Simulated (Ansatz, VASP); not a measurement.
# One calculation of BiTe, two programs

```
CELL_PARAMETERS angstrom
0.00000 3.21329 3.21329
3.21329 0.00000 3.21329
3.21329 3.21329 0.00000
ATOMIC_POSITIONS crystal
Bi 0.00000 0.00000 0.00000
Te 0.50000 0.50000 0.50000
```

Change from the starting cell: volume scaled by 0.98.

Alike in both runs: task single point; functional LDA; k mesh 10 × 10 × 10; occupations fermi-dirac, width 0.08 eV; no spin polarisation.

|  | VASP | Ansatz |
| --- | --- | --- |
| version | VASP 6.6.1 | Ansatz 0.2.0 |
| potentials or method | VASP PAW LDA potentials, release 64 (Bi_d, Te), cutoff 520 eV | all-electron LAPW, scalar-relativistic |

|  | VASP | Ansatz | Ansatz less VASP |
| --- | --- | --- | --- |
| pressure (GPa) | -1.8 | -1.8 | -0.05 |

Ansatz ran all-electron here, so the differences hold the error of VASP's frozen core and of both bases.
